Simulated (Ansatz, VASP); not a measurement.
**Cross-check of WS2 between VASP and Ansatz**

Aim: how closely do two programs agree when they are given the same cell, functional and k mesh? The cell is taken from a series of runs on this material, whose earlier steps may have relaxed, scaled, displaced or heated it; both programs get it as it stands.

Main program and level: Ansatz 0.2.0; plane waves, with VASP 6.6.1 beside it; single point at PBE.

## Step 1: The structure

The cell holds 75 atoms: 25 W and 50 S. Its edges and angles: a = 15.900 Å, b = 15.900 Å, c = 18.500 Å, α = 90.0°, β = 90.0°, γ = 120.0°. It derives from WS2 (monolayer 2H WS2-WSe2), repeated 5×5×1. Vacuum lies along c.

## Step 2: Ansatz: single point, PBE

Ansatz runs on its default PAW (the set named soft_2) files.

With cell and atoms fixed, the geometry can't cause a difference; cores, projectors, grids and the points listed under the comparison can.

The input, input.yaml:

```yaml
crystal:
  lattice:
    - [15.9, 0.0, 0.0]
    - [-7.95, 13.7698, 0.0]
    - [0.0, 0.0, 18.5]
  atoms:
    - { symbol: W, position: [0.0016, 0.99911, 0.49943] }
    - { symbol: S, position: [0.13261, 0.06792, 0.58238] }
    - { symbol: S, position: [0.13498, 0.06556, 0.41548] }
    - { symbol: W, position: [0.00075, 0.20212, 0.49777] }
    - { symbol: S, position: [0.13265, 0.26611, 0.58609] }
    - { symbol: S, position: [0.13182, 0.26642, 0.41419] }
    - { symbol: W, position: [0.00048, 0.40085, 0.49881] }
    - { symbol: S, position: [0.13543, 0.46798, 0.58541] }
    - { symbol: S, position: [0.13397, 0.46567, 0.415] }
    - { symbol: W, position: [0.99863, 0.59961, 0.50057] }
    - { symbol: S, position: [0.13218, 0.66609, 0.58412] }
    - { symbol: S, position: [0.13178, 0.66569, 0.41512] }
    - { symbol: W, position: [0.99876, 0.80034, 0.50179] }
    - { symbol: S, position: [0.13413, 0.86639, 0.58391] }
    - { symbol: S, position: [0.13362, 0.86912, 0.41519] }
    - { symbol: W, position: [0.19934, 0.00028, 0.50227] }
    - { symbol: S, position: [0.33393, 0.06756, 0.58519] }
    - { symbol: S, position: [0.33206, 0.06501, 0.41476] }
    - { symbol: W, position: [0.20016, 0.20085, 0.50091] }
    - { symbol: S, position: [0.33471, 0.26708, 0.58582] }
    - { symbol: S, position: [0.33329, 0.26849, 0.41569] }
    - { symbol: W, position: [0.19998, 0.40071, 0.49992] }
    - { symbol: S, position: [0.33586, 0.46887, 0.58723] }
    - { symbol: S, position: [0.33053, 0.46457, 0.41459] }
    - { symbol: W, position: [0.20084, 0.60127, 0.50034] }
    - { symbol: S, position: [0.33057, 0.66622, 0.58576] }
    - { symbol: S, position: [0.33418, 0.66777, 0.41489] }
    - { symbol: W, position: [0.19988, 0.80027, 0.50044] }
    - { symbol: S, position: [0.33367, 0.86684, 0.58414] }
    - { symbol: S, position: [0.3339, 0.86684, 0.41636] }
    - { symbol: W, position: [0.40164, 0.00027, 0.49959] }
    - { symbol: S, position: [0.53284, 0.06728, 0.58495] }
    - { symbol: S, position: [0.53293, 0.06673, 0.41446] }
    - { symbol: W, position: [0.40055, 0.19935, 0.50132] }
    - { symbol: S, position: [0.53427, 0.26753, 0.58368] }
    - { symbol: S, position: [0.53408, 0.26774, 0.4141] }
    - { symbol: W, position: [0.39969, 0.40005, 0.49852] }
    - { symbol: S, position: [0.53434, 0.4679, 0.58394] }
    - { symbol: S, position: [0.53282, 0.46476, 0.41509] }
    - { symbol: W, position: [0.39878, 0.60163, 0.50044] }
    - { symbol: S, position: [0.53274, 0.66554, 0.58624] }
    - { symbol: S, position: [0.53446, 0.66397, 0.41647] }
    - { symbol: W, position: [0.40229, 0.80049, 0.4987] }
    - { symbol: S, position: [0.53429, 0.8664, 0.58421] }
    - { symbol: S, position: [0.53219, 0.86747, 0.41599] }
    - { symbol: W, position: [0.59959, 0.00076, 0.49876] }
    - { symbol: S, position: [0.73438, 0.06673, 0.58466] }
    - { symbol: S, position: [0.73384, 0.06793, 0.41595] }
    - { symbol: W, position: [0.60077, 0.2002, 0.50008] }
    - { symbol: S, position: [0.73428, 0.267, 0.5856] }
    - { symbol: S, position: [0.73118, 0.26313, 0.41626] }
    - { symbol: W, position: [0.60307, 0.40064, 0.49989] }
    - { symbol: S, position: [0.73308, 0.46649, 0.58488] }
    - { symbol: S, position: [0.73155, 0.46592, 0.41406] }
    - { symbol: W, position: [0.6001, 0.59957, 0.50054] }
    - { symbol: S, position: [0.73383, 0.6681, 0.5851] }
    - { symbol: S, position: [0.73471, 0.66391, 0.41444] }
    - { symbol: W, position: [0.60297, 0.80367, 0.49973] }
    - { symbol: S, position: [0.73322, 0.86634, 0.5863] }
    - { symbol: S, position: [0.73347, 0.86765, 0.41479] }
    - { symbol: W, position: [0.79863, 0.00046, 0.50054] }
    - { symbol: S, position: [0.93488, 0.06651, 0.5842] }
    - { symbol: S, position: [0.93422, 0.06702, 0.41544] }
    - { symbol: W, position: [0.80075, 0.20169, 0.5004] }
    - { symbol: S, position: [0.93654, 0.26828, 0.58558] }
    - { symbol: S, position: [0.93172, 0.26754, 0.41559] }
    - { symbol: W, position: [0.80178, 0.40152, 0.49957] }
    - { symbol: S, position: [0.93396, 0.46585, 0.58698] }
    - { symbol: S, position: [0.93038, 0.46411, 0.41335] }
    - { symbol: W, position: [0.79807, 0.59837, 0.50211] }
    - { symbol: S, position: [0.93195, 0.66472, 0.58607] }
    - { symbol: S, position: [0.9317, 0.66487, 0.41608] }
    - { symbol: W, position: [0.80047, 0.79937, 0.50152] }
    - { symbol: S, position: [0.93467, 0.86902, 0.58541] }
    - { symbol: S, position: [0.93537, 0.86683, 0.41382] }
kpoints:
  mp_grid: { grid: [1, 1, 1] }
hamiltonian:
  xc: pbe
scf:
  occupations: { method: fermi_dirac, width: 0.025 }
output:
  forces: true
  populations: true
  dos:
    method: { smearing: { sigma: 0.1 } }
    de: 0.1
    projected: { site_lists: { S: [S], W: [W] } }
  eigenvalues: true
  write_density: true
  write_potential: true
  volumetric_format: npy
  elf: true
```

Run with:

```bash
$ ansatz run input.yaml --threads 8 --pin off --max-ram 15872MiB --backend cpu --events-out ev --progress --plain --runs-dir out
```

Numbers of over 12 decimals in the logs are rounded to 6 here.

The log of the run:

```text
Engine: ansatz 0.2.0, aarch64-unknown-linux-gnu
Pseudopotentials: kind: paw
Pseudopotential: W, paw, valence charge 14, recommended cutoff 420 eV (normal), W.paw.azcp
Pseudopotential: S, paw, valence charge 6, recommended cutoff 420 eV (normal), S.paw.azcp
Functional definition: PBE
  parameter kappa = 0.804
  parameter beta = 0.066725
  exchange = pbe_x(kappa = kappa, mu = beta*pi^2/3)
  correlation = pbe_c(beta = beta)
Crystal: 75 atoms, lattice volume = 4050.387 Å³
Basis set: ecut = 420 eV, 79165 PW (Γ), exchange–correlation on 216×216×250 points (8 copies of the dense FFT grid, shifted against one another)
Bands: 400, of which v1, the nominal top of the filled ones, is band 325 counted from 1 (324 counted from 0)
Symmetry: 1 space group operations
Space group: P1 (ITA 1), of the structure as read, at distance tolerance 1.6e-4 Å
k-points: 1
Non-local potential: W, projectors of the file, l = 0: 3, l = 1: 2, l = 2: 2, l = 3: 1
Non-local potential: S, projectors of the file, l = 0: 2, l = 1: 2, l = 2: 2
PAW form: soft (Blöchl's): semilocal exchange-correlation on the pseudo side does not see the compensation charge
PAW one-centre angular grid: W, 590 points (default); XC on 64 Gauss nodes
PAW one-centre angular grid: S, 110 points (default); XC on 64 Gauss nodes
Initial density: superposition of atomic densities (neutral atoms: chi_scale 0, normalization atom), corrected by the library's trained network
Initial wavefunctions: pseudopotential atomic-orbital guess
Functional: x = pbe(κ = 0.804, μ = 0.219515), c = pbe(β = 0.066725)
SCF iter   1: F=—  HF=-304785.084524 eV  |F-HF|=—  |Δ(HF+E_count)|=         —  Δρ=3.23e-3  dr2=5.00e-1  ethr=1.77e-3  ⟨swp⟩=9.0  Hψ=1756  notcnv=0  defer=9
preconditioner: auto → Resta (q_TF=auto, 2.011 Å⁻¹)  ε∞=3.2  [insulator: Δε(μ)=2.094 eV  Ē_g=8.262 eV  σ=0.025 eV  W_gap=1.00  n_scr=538 (ndim 8)  ℏωp=12.4 eV  f_vac=0.638  D(μ)=0.00/eV (n_scr^D=0)  ε∞_Penn≈3.2  vacuum switching on, ρ_ref=5.0e-3 e/Å³]
SCF iter   2: F=—  HF=-304785.155047 eV  |F-HF|=—  |Δ(HF+E_count)|=   7.05e-2  Δρ=1.84e-3  dr2=1.35e-1  ethr=7.70e-5  ⟨swp⟩=4.0  Hψ=995  notcnv=0  defer=57
SCF iter   3: F=—  HF=-304785.184079 eV  |F-HF|=—  |Δ(HF+E_count)|=   2.90e-2  Δρ=1.07e-3  dr2=3.10e-2  ethr=2.08e-5  ⟨swp⟩=2.0  Hψ=535  notcnv=0  defer=57
SCF iter   4: F=—  HF=-304785.215537 eV  |F-HF|=—  |Δ(HF+E_count)|=   3.15e-2  Δρ=5.55e-4  dr2=4.00e-2  ethr=4.76e-6  ⟨swp⟩=2.0  Hψ=536  notcnv=0  defer=57
SCF iter   5: F=—  HF=-304785.215302 eV  |F-HF|=—  |Δ(HF+E_count)|=   2.35e-4  Δρ=1.14e-4  dr2=8.85e-4  ethr=4.76e-6  ⟨swp⟩=2.0  Hψ=495  notcnv=0  defer=57
SCF iter   6: F=—  HF=-304785.215250 eV  |F-HF|=—  |Δ(HF+E_count)|=   5.20e-5  Δρ=5.68e-5  dr2=5.72e-4  ethr=1.36e-7  ⟨swp⟩=3.0  Hψ=630  notcnv=0  defer=57
SCF iter   7: F=—  HF=-304785.215160 eV  |F-HF|=—  |Δ(HF+E_count)|=   9.02e-5  Δρ=3.74e-5  dr2=1.73e-4  ethr=8.80e-8  ⟨swp⟩=2.0  Hψ=481  notcnv=0  defer=57
SCF iter   8: F=—  HF=-304785.215140 eV  |F-HF|=—  |Δ(HF+E_count)|=   1.96e-5  Δρ=1.34e-5  dr2=8.64e-6  ethr=2.66e-8  ⟨swp⟩=2.0  Hψ=498  notcnv=0  defer=57
SCF iter   9: F=—  HF=-304785.216867 eV  |F-HF|=—  |Δ(HF+E_count)|=   1.73e-3  Δρ=6.11e-6  dr2=4.01e-6  ethr=1.33e-9  ⟨swp⟩=2.0  Hψ=625  notcnv=0  defer=57
SCF iter  10: F=—  HF=-304785.216867 eV  |F-HF|=—  |Δ(HF+E_count)|=   1.32e-7  Δρ=3.03e-6  dr2=1.29e-6  ethr=6.17e-10  ⟨swp⟩=2.0  Hψ=517  notcnv=0  defer=57
SCF iter  11: F=—  HF=-304785.216867 eV  |F-HF|=—  |Δ(HF+E_count)|=   1.90e-7  Δρ=1.21e-6  dr2=1.22e-7  ethr=1.99e-10  ⟨swp⟩=3.0  Hψ=554  notcnv=0  defer=57
SCF iter  12: F=-304785.216867 eV  HF=-304785.216867 eV  |F-HF|=1.01e-7  |Δ(HF+E_count)|=   8.17e-8  Δρ=5.03e-7  dr2=6.40e-9  ethr=1.54e-11  ⟨swp⟩=20.0  Hψ=3423  notcnv=0
SCF 1 converged in 12 iterations: F = -304785.216867 eV  dr2 = 6.40e-9
  greatest PAW one-centre occupation: 1.000 electrons in one spin orbital (limit 2), on the W atom at site 39 (counted from 0), in its partial waves of l = 0
SCF converged after 12 iterations
Free energy (F): -304785.216867 eV
Harris-Foulkes:  -304785.216867 eV  (|F-HF|=1.01e-7)
Internal energy: -304785.216867 eV  (E = F + TS)
E sigma→0 (E₀):  -304785.216867 eV
Fermi energy:    0.808717 eV
--- Per-component energies (eV) ---
  E_band       = -11966.127538
  E_kinetic    = 16634.977448
  E_local      = -352343.053291  (includes V_loc(G=0)·N_el)
  E_nonlocal   = 1431.638185
  E_hartree    = 168024.383154
  E_xc         = -11544.284708
  E_vxc        = -10362.340863  (∫ρ·V_xc dr)
  E_paw        = -244077.010096  (= ΣΔE_a)
  E_vpaw       = -3376.102846  (= ΣTr[D̂ρ^β])
  E_aug_tail   = -0.001469  (compensation charges beyond the density's cutoff)
  E_ewald      = 117088.133908
  E_smearing   = -0.000000  (= −TS)
  E_closure    = 0.000000  (closes the sum)
  Σ components = -304785.216867   (vs F -304785.216867, Δ=0.00e0)
--- Forces (eV/Å), atoms counted from 1 ---
[...]
atom  20  S     -0.16007212     0.11562890    -0.17046837
  atom  21  S      0.26714201    -0.53617356    -0.09255552
  atom  22  W      0.38483016    -0.39876633     0.62290578
  atom  23  S     -0.24705673    -0.25779284    -0.74543912
  atom  24  S      0.17946462     0.57805275     0.09968325
  atom  25  W     -0.19763395    -0.39127741    -0.43471030
  atom  26  S      0.41073436     0.39507442    -0.07677171
  atom  27  S     -0.09381073    -0.10339883    -0.23229973
  atom  28  W     -0.00057884    -0.12181003    -0.57458128
  atom  29  S      0.22224598    -0.03273154     0.11700435
  atom  30  S     -0.07477498    -0.05897481    -0.43110145
  atom  31  W     -0.67459564     0.14802108     0.20688812
  atom  32  S      0.29157013    -0.06100131     0.05381196
  atom  33  S      0.05428633     0.15990377    -0.16316006
  atom  34  W     -0.32247588     0.37601251    -1.01956515
  atom  35  S      0.12693046    -0.02666233     0.45860713
  atom  36  S      0.02837713    -0.23584365     0.31556637
  atom  37  W     -0.03440489     0.22119355     1.04856275
  atom  38  S      0.00343316    -0.39012937     0.15602172
  atom  39  S      0.09030117     0.29588793    -0.04155187
  atom  40  W      0.66551423    -0.63367144     0.07733760
  atom  41  S     -0.08414357     0.45095742    -0.46754525
  atom  42  S     -0.52989430     0.60985250    -0.14432583
  atom  43  W     -0.81270749    -0.34304255     1.05743335
[...]
atom  68  S     -0.05537830     0.10586792    -0.55478926
  atom  69  S      0.32810027     0.54610477     0.22755157
  atom  70  W      0.43251887     0.27620378    -0.86071840
  atom  71  S     -0.04382530     0.26643898     0.12824231
  atom  72  S     -0.14182943     0.28848234     0.19998711
  atom  73  W     -0.12074727     0.52088156    -1.09989286
  atom  74  S     -0.06119159    -0.26110292     0.28614483
  atom  75  S     -0.33070992    -0.24345910     0.41250350
  max |Σ_I F_I| component: 1.37e-5 eV/Å
--- Band table (eV) ---
  k-point 0: bands = [... 321 lower, -0.4908, -0.4815, -0.4669, -0.2405, 1.8703, 1.8969, 1.9148, 1.9353, ... 71 higher]
--- Löwdin populations: 75 sites ---
  site symbol       q [e]
     0      W     13.5320
     1      S      6.0850
     2      S      6.1136
     3      W     13.5207
     4      S      6.1262
     5      S      6.1165
     6      W     13.5251
     7      S      6.1195
     8      S      6.1157
     9      W     13.5230
    10      S      6.1093
    11      S      6.1274
    12      W     13.5230
    13      S      6.1054
    14      S      6.1266
    15      W     13.5341
    16      S      6.1179
    17      S      6.1317
    18      W     13.5288
    19      S      6.1244
    20      S      6.1150
    21      W     13.5205
    22      S      6.1394
    23      S      6.1196
[...]
67      S      6.1266
    68      S      6.1200
    69      W     13.5338
    70      S      6.1226
    71      S      6.1203
    72      W     13.5250
    73      S      6.1049
    74      S      6.1228
  spilling = 0.009183 (of n_electrons = 650.000000)
```

## Step 3: VASP: single point, PBE

The same cell, functional, mesh and smearing now go to VASP, with its own data sets.

Lines of VASP's logs that name or quote its potential files are left out, and so is its time.

The input, INCAR:

```
SYSTEM = WS2
PREC = Accurate
ENCUT = 520
EDIFF = 1E-06
NELM = 120
ISMEAR = -1
SIGMA = 0.025
LREAL = Auto
ALGO = Normal
GGA = PE
NBANDS = 280
LASPH = .TRUE.
LORBIT = 11
LWAVE = .FALSE.
LCHARG = .FALSE.
ISIF = 2
GGA_COMPAT = .FALSE.
EFERMI = MIDGAP
NCORE = 2
```

The input, POSCAR:

```
WS2
1.0
   15.9000000000      0.0000000000      0.0000000000
   -7.9500000000     13.7698000000      0.0000000000
    0.0000000000      0.0000000000     18.5000000000
W S
25 50
Direct
    0.0016000000      0.9991100000      0.4994300000
    0.0007500000      0.2021200000      0.4977700000
    0.0004800000      0.4008500000      0.4988100000
    0.9986300000      0.5996100000      0.5005700000
    0.9987600000      0.8003400000      0.5017900000
    0.1993400000      0.0002800000      0.5022700000
    0.2001600000      0.2008500000      0.5009100000
    0.1999800000      0.4007100000      0.4999200000
    0.2008400000      0.6012700000      0.5003400000
    0.1998800000      0.8002700000      0.5004400000
    0.4016400000      0.0002700000      0.4995900000
    0.4005500000      0.1993500000      0.5013200000
    0.3996900000      0.4000500000      0.4985200000
    0.3987800000      0.6016300000      0.5004400000
    0.4022900000      0.8004900000      0.4987000000
    0.5995900000      0.0007600000      0.4987600000
    0.6007700000      0.2002000000      0.5000800000
    0.6030700000      0.4006400000      0.4998900000
    0.6001000000      0.5995700000      0.5005400000
    0.6029700000      0.8036700000      0.4997300000
    0.7986300000      0.0004600000      0.5005400000
    0.8007500000      0.2016900000      0.5004000000
    0.8017800000      0.4015200000      0.4995700000
    0.7980700000      0.5983700000      0.5021100000
    0.8004700000      0.7993700000      0.5015200000
    0.1326100000      0.0679200000      0.5823800000
    0.1349800000      0.0655600000      0.4154800000
    0.1326500000      0.2661100000      0.5860900000
    0.1318200000      0.2664200000      0.4141900000
    0.1354300000      0.4679800000      0.5854100000
    0.1339700000      0.4656700000      0.4150000000
    0.1321800000      0.6660900000      0.5841200000
    0.1317800000      0.6656900000      0.4151200000
    0.1341300000      0.8663900000      0.5839100000
    0.1336200000      0.8691200000      0.4151900000
    0.3339300000      0.0675600000      0.5851900000
    0.3320600000      0.0650100000      0.4147600000
    0.3347100000      0.2670800000      0.5858200000
    0.3332900000      0.2684900000      0.4156900000
    0.3358600000      0.4688700000      0.5872300000
    0.3305300000      0.4645700000      0.4145900000
    0.3305700000      0.6662200000      0.5857600000
    0.3341800000      0.6677700000      0.4148900000
    0.3336700000      0.8668400000      0.5841400000
    0.3339000000      0.8668400000      0.4163600000
    0.5328400000      0.0672800000      0.5849500000
    0.5329300000      0.0667300000      0.4144600000
    0.5342700000      0.2675300000      0.5836800000
    0.5340800000      0.2677400000      0.4141000000
    0.5343400000      0.4679000000      0.5839400000
    0.5328200000      0.4647600000      0.4150900000
    0.5327400000      0.6655400000      0.5862400000
    0.5344600000      0.6639700000      0.4164700000
    0.5342900000      0.8664000000      0.5842100000
    0.5321900000      0.8674700000      0.4159900000
    0.7343800000      0.0667300000      0.5846600000
    0.7338400000      0.0679300000      0.4159500000
    0.7342800000      0.2670000000      0.5856000000
    0.7311800000      0.2631300000      0.4162600000
    0.7330800000      0.4664900000      0.5848800000
    0.7315500000      0.4659200000      0.4140600000
    0.7338300000      0.6681000000      0.5851000000
    0.7347100000      0.6639100000      0.4144400000
    0.7332200000      0.8663400000      0.5863000000
    0.7334700000      0.8676500000      0.4147900000
    0.9348800000      0.0665100000      0.5842000000
    0.9342200000      0.0670200000      0.4154400000
    0.9365400000      0.2682800000      0.5855800000
    0.9317200000      0.2675400000      0.4155900000
    0.9339600000      0.4658500000      0.5869800000
    0.9303800000      0.4641100000      0.4133500000
    0.9319500000      0.6647200000      0.5860700000
    0.9317000000      0.6648700000      0.4160800000
    0.9346700000      0.8690200000      0.5854100000
    0.9353700000      0.8668300000      0.4138200000
```

The input, KPOINTS:

```
Automatic mesh
0
Gamma
1 1 1
0 0 0
```

Potentials, in the order of the species: W and S (PBE family, release 64).

Run with:

```bash
$ mpirun -np 8 vasp_gam
```

The log of the run:

```text
[banner, memory and clock lines left out]
running    8 mpi-ranks, on    1 nodes
[...]
LDA part: xc-table for (Slater+PW92), standard interpolation
 POSCAR, INCAR and KPOINTS ok, starting setup
[...]
entering main loop
       N       E                     dE             d eps       ncg     rms          rms(c)
DAV:   1     0.446417889582E+04    0.44642E+04   -0.18090E+05   576   0.132E+03
DAV:   2     0.915350701711E+02   -0.43726E+04   -0.42261E+04   904   0.272E+02
DAV:   3    -0.599558437850E+03   -0.69109E+03   -0.68575E+03   688   0.120E+02
DAV:   4    -0.628142498834E+03   -0.28584E+02   -0.28349E+02   720   0.270E+01
[...]
DAV:  29    -0.592435300506E+03   -0.39468E-05   -0.11862E-07   416   0.279E-04    0.258E-04
DAV:  30    -0.592435301728E+03   -0.12227E-05   -0.60396E-09   392   0.201E-04    0.231E-04
DAV:  31    -0.592435302067E+03   -0.33810E-06    0.25772E-08   376   0.125E-04
   1 F= -.59243530E+03 E0= -.59243530E+03  d E =-.134095E-17
```

From OUTCAR (step 3):

```text
  FREE ENERGIE OF THE ION-ELECTRON SYSTEM (eV)
  ---------------------------------------------------
  free  energy   TOTEN  =      -592.4353020665 eV

  energy  without entropy=     -592.4353020665  energy(sigma->0) =     -592.43530207
```

This run has no spin polarisation, so a moment on W, if there is one, isn't seen. The data set W keeps the semicore shell frozen, which is cheaper and a little less accurate.

## Step 4: Side by side

Known differences besides the potentials themselves: the data sets hold 650 valence electrons in Ansatz (on its default PAW (the set named soft_2) files) and 450 in VASP; the cutoff is 420 eV in Ansatz and 520 eV in VASP (PREC = Accurate, projectors in real space). Total energies have different zeros and are not compared.

Compared:

```tsv
quantity	Ansatz	VASP	difference
gap on the k mesh (eV)	2.111	2.121	-0.010
```

Forces on 10 of the 75 atoms, those with the largest forces and the largest differences (eV/Å; atoms numbered as in POSCAR):

```tsv
atom	Ansatz x, y, z	VASP x, y, z
W2	0.088, -0.500, 1.124	0.089, -0.502, 1.128
W6	0.656, 0.062, -1.051	0.662, 0.061, -1.051
W12	-0.322, 0.376, -1.020	-0.322, 0.376, -1.020
W15	-0.813, -0.343, 1.057	-0.811, -0.349, 1.062
W20	-0.239, -1.444, 0.201	-0.233, -1.446, 0.203
W25	-0.121, 0.521, -1.100	-0.117, 0.525, -1.099
S26	0.139, -0.041, 1.186	0.139, -0.040, 1.135
S40	-0.247, -0.258, -0.745	-0.249, -0.257, -0.813
S52	-0.084, 0.451, -0.468	-0.086, 0.454, -0.537
S70	-0.055, 0.106, -0.555	-0.056, 0.106, -0.622
```

The forces differ by 29 meV/Å r.m.s., which is 7.2 % of the r.m.s. force of 0.403 eV/Å (both taken over all components). A gap on the mesh is an upper bound, since the band edges may lie between its points; neither run holds spin-orbit coupling, which can move the band edges of a compound of W. With vacuum in the cell, a pressure given here is an average over mostly empty space and none of the material.

## Step 5: Summary of results

```yaml
r_m_s_force_difference_single_point_pbe: 7.2 % of the r.m.s. force
```

**Reading.** The r.m.s. force difference is 7.2 % of the r.m.s. force (single point, PBE), beyond the 3 % picked in this series as the mark of a large difference. The data sets hold unlike numbers of valence electrons (650 in Ansatz and 450 in VASP), so part of the differences comes from the potentials. What causes the difference of the single point, PBE pair stays open here. How closely two codes agree says nothing of how well the functional describes the real material.

[Lines on the potential files, build, host, timing and source positions are cut from VASP's logs without a mark.]

[Logs are printed without paths, hosts, clocks, repeated set-up lines and the standing remarks that a program may print on its own settings, such as how far it seeks lower states.]

[Hosts, paths, dates, database ids (printed as entryN), source tags and the programs' standing remarks are cut or masked in the printed files.]
